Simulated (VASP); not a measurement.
# MgSi: single point with HSE(alpha, omega)

Crystal: MgSi.

```
Si Mg
1.0
     2.90839    0.00000    0.00000
     0.00000    2.90839    0.00000
     0.00000    0.00000    4.10343
Si Mg
1 1
Direct
  0.50000 0.50000 0.50000
  0.00000 0.00000 0.00000
```

The cell comes from a database or a generator and needn't be the stable form of this composition.

| Quantity | Value |
| --- | --- |
| Program | VASP 6.6.1 |
| Task | single point |
| Functional | HSE(alpha, omega) |
| Potentials or basis | VASP PAW PBE potentials, release 64 (Si, Mg) |
| Cutoff | 520 eV |
| k mesh | 5 × 5 × 4 |
| Occupations | methfessel-paxton, width 0.01 eV |
| Spin | no spin polarisation |
| Share of exact exchange | 0.05 |
| Grid for exact exchange (PRECFOCK) | Fast |
| Further INCAR settings | LREAL = Auto; ALGO = Normal; EDIFF = 1e-07; NBANDS = 10 |

```json
{
 "Pressure": "0.2 GPa",
 "Band gap on the k mesh": "none (metal or under the smearing width)"
}
```

Stress tensor (GPa, compression positive):
```
-1.62  0.00  0.00
 0.00 -1.62  0.00
 0.00  0.00  3.72
```

Levels at points of the mesh, in eV from the Fermi level:
```tsv
k point	band 1	band 2	band 3	band 4	band 5	band 6
(0.00, 0.00, 0.00)	-11.53	-2.89	-0.92	4.51	4.51	5.57
(0.00, 0.00, 0.50)	-10.51	-7.25	5.01	5.01	6.92	7.82
```

It took 2.6 min on 1 thread of AMD EPYC 7R43 64-Core Processor (Zen 3), on a shared host, peak memory 0.21 GiB.

Caveat: the k mesh is coarse (spacing up to 0.43 Å⁻¹), so the values aren't converged, least of all with exact exchange; the PAW data sets were made with another functional, which shifts forces and pressure a little.
